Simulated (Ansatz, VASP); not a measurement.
## Sn in VASP and in Ansatz

File INCAR:

```
SYSTEM = Sn
ALGO = Fast
EDIFF = 1E-6
ENCUT = 520
GGA = PE
ISIF = 2
ISMEAR = -1
LASPH = .TRUE.
LCHARG = .FALSE.
LREAL = .FALSE.
LWAVE = .FALSE.
NBANDS = 21
NELM = 60
PREC = Accurate
SIGMA = 0.05
```

The input KPOINTS:

```
k-points
0
G
  7 7 7
  0 0 0
```

Contents of POSCAR:

```
Sn
1.0
    0.0000000000      3.2333428000      3.2333428000
    3.2333428000      0.0000000000      3.2333428000
    3.2333428000      3.2333428000      0.0000000000
Sn
2
Direct
    0.7500000000      0.7500000000      0.7500000000
    0.5000000000      0.5000000000      0.5000000000
```

File input.yaml:

```yaml
crystal:
  lattice:
    - [0.0, 3.2333428, 3.2333428]
    - [3.2333428, 0.0, 3.2333428]
    - [3.2333428, 3.2333428, 0.0]
  atoms:
    - { symbol: Sn, position: [0.75, 0.75, 0.75] }
    - { symbol: Sn, position: [0.5, 0.5, 0.5] }
kpoints:
  mp_grid: { grid: [7, 7, 7] }
  band_path:
    path:
      - [0.0, 0.0, 0.0]
      - [0.5, 0.0, 0.5]
      - [0.5, 0.25, 0.75]
      - [0.375, 0.375, 0.75]
      - [0.0, 0.0, 0.0]
      - [0.5, 0.5, 0.5]
      - [0.625, 0.25, 0.625]
      - [0.5, 0.25, 0.75]
    npoints: 8
scf:
  occupations: { method: fermi_dirac, width: 0.05 }
hamiltonian:
  xc: pbe
  pseudopotentials: { kind: all_electron, lapw: { basis_error: 0.001 } }
output:
  forces: true
  stress: true
  eigenvalues: true
```

Alike in both runs: functional PBE; k mesh 7 × 7 × 7; occupations fermi-dirac, width 0.05 eV; no spin polarisation.

|  | VASP | Ansatz |
| --- | --- | --- |
| version | VASP 6.6.1 | Ansatz 0.2.0 |
| potentials or method | VASP PAW PBE potentials, release 64 (Sn_d) | all-electron LAPW, scalar-relativistic |
| plane-wave cutoff (eV) | 520 | see its input |
| task | single point | band structure |

```csv
,VASP,Ansatz,Ansatz less VASP
gap on the k mesh at the Fermi level (eV),none,none,-
pressure (GPa),3.8,3.8,+0.06
```

A gap of «none» marks a metal or a gap that the smearing closes. Ansatz ran all-electron here, so the differences hold the error of VASP's frozen core and of both bases.

Caveats: spin-orbit coupling is left out, which moves the levels of the heavy elements (Ansatz).
